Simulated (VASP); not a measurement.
Crystal: Sn.

```
Sn
1.0
    -2.02919    2.02919    1.66076
     2.02919   -2.02919    1.66076
     2.02919    2.02919   -1.66076
Sn
1
Direct
  0.00000 0.00000 0.00000
```

This isn't the form of Sn at room conditions, which is tetragonal (white tin).

| Quantity | Value |
| --- | --- |
| Program | VASP 6.6.1 |
| Task | relaxation of cell and atoms |
| Functional | r2SCAN |
| Potentials or basis | VASP PAW PBE potentials, release 64 (Sn_d) |
| Cutoff | 600 eV |
| k mesh | 8 × 8 × 8 |
| Occupations | fermi-dirac, width 0.05 eV |
| Spin | no spin polarisation |

At the start: pressure -0.6 GPa; volume 27.35 Å³/atom.

Task: Where does the relaxation end?

Result: Over 7 steps the energy falls by 4.1 meV/atom and the volume is 27.11 Å³/atom (-0.9 %); space group I4/mmm (No. 139, to 0.05 Å).

The path:
| step | energy change (eV) | largest force (eV/Å) | pressure (GPa) | volume (Å³) |
| --- | --- | --- | --- | --- |
| 1 | 0.0000 | 0.0000 | -0.59 | 27.35 |
| 2 | -0.0036 | 0.0000 | 0.27 | 26.96 |
| 3 | -0.0037 | 0.0000 | 0.44 | 26.88 |
| 4 | -0.0040 | 0.0000 | 0.06 | 27.10 |
| 5 | -0.0041 | 0.0000 | 0.14 | 27.05 |
| 6 | -0.0041 | 0.0000 | -0.05 | 27.13 |
| 7 | -0.0041 | 0.0000 | 0.00 | 27.11 |

Final structure:
```yaml
crystal:
  lattice:
    - [-2.03998, 2.03998, 1.62857]
    - [2.03998, -2.03998, 1.62857]
    - [2.03998, 2.03998, -1.62857]
  atoms:
    - { symbol: Sn, position: [0.00000, 0.00000, 0.00000] }
```

Caveat: the PAW data sets were made with another functional, which shifts forces and pressure a little.
